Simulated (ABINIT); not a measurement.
Runs of ABINIT 10.8.3 (patched build) on CsSnI3. The structure is cubic, space group Pm-3m (No. 221). Conventional cell: a = 6.206 Å, b = 6.206 Å, c = 6.206 Å, α = 90.00°, β = 90.00°, γ = 90.00°. Around Cs (site symmetry m-3m) lie 12 I at 4.39 Å. I (site symmetry 4/mmm) has 2 Sn at 3.10 Å as nearest neighbours. Sn (site symmetry m-3m) is surrounded by 6 I at 3.10 Å. 

| task | level | potentials or basis | cell | k mesh | cutoff (eV) | smearing | bands in the sums | one-shot functional | cell freedom (optcell) | optimiser (ionmov) | cutoff smearing ecutsm (Ha) | mesh quality | gap on the mesh (eV) | pressure (GPa) | relaxed volume (Å³/atom) |
| --- | --- | --- | --- | --- | --- | --- | --- | --- | --- | --- | --- | --- | --- | --- | --- |
| one-shot levels of the hybrid PBE0-1/3 | PBE | PseudoDojo NC SR PBE v0.4.1 standard | as given | 4 × 4 × 4 | 952 | fixed | 30 | PBE0-1/3 | - | - | - | not flagged | 0.30 | - | - |
| relaxation of cell and atoms | PBEsol | PseudoDojo NC SR PBEsol v0.4.1 standard | relaxed | 4 × 4 × 4 | 980 | fermi-dirac 0.05 eV | - | - | 2 | 2 | 0.5 | not flagged | 0.15 | 0.0 | 46.72 |
| relaxation of cell and atoms | LDA | PseudoDojo NC SR LDA v0.4.1 standard | relaxed | 4 × 4 × 4 | 980 | fermi-dirac 0.05 eV | - | - | 2 | 2 | 0.5 | not flagged | none | 0.0 | (a) |
| single point | PBE | PseudoDojo NC SR PBE v0.4.1 standard | as given | 4 × 4 × 4 | 952 | fermi-dirac 0.05 eV | - | - | - | - | - | not flagged | 0.30 | 0.8 | - |
| single point | PBE | PseudoDojo NC SR PBE v0.4.1 standard | as given | 4 × 4 × 4 | 980 | fermi-dirac 0.05 eV | - | - | - | - | - | not flagged | 0.30 | 0.8 | - |
| single point | PBEsol | PseudoDojo NC SR PBEsol v0.4.1 standard | as given | 4 × 4 × 4 | 871 | fermi-dirac 0.05 eV | - | - | - | - | - | not flagged | 0.25 | (b) | - |
| one-shot levels of the hybrid HSE06 | PBE | PseudoDojo NC SR PBE v0.4.1 standard | as given | 4 × 4 × 4 | 980 | fixed | 30 | HSE06 | - | - | - | not flagged | 0.30 | - | - |

Alike in all rows: no spin polarisation.

Task: Fill in the values left out.

Result: (a) 44.34; (b) -0.6.

Caveats: spin-orbit coupling is left out, which moves the levels of the heavy elements (some runs); the cell was measured hot, at 500 K (some runs); Libxc's HSE differs a little from that of other programs (some runs); this build's HSE levels may be imprecise (some runs).

A k mesh can miss the band edges, and the runs leave out spin-orbit coupling on Cs, I, Sn.

A gap of «none» marks a metal or a gap under the smearing width.

Not every run made on this cell is shown here.
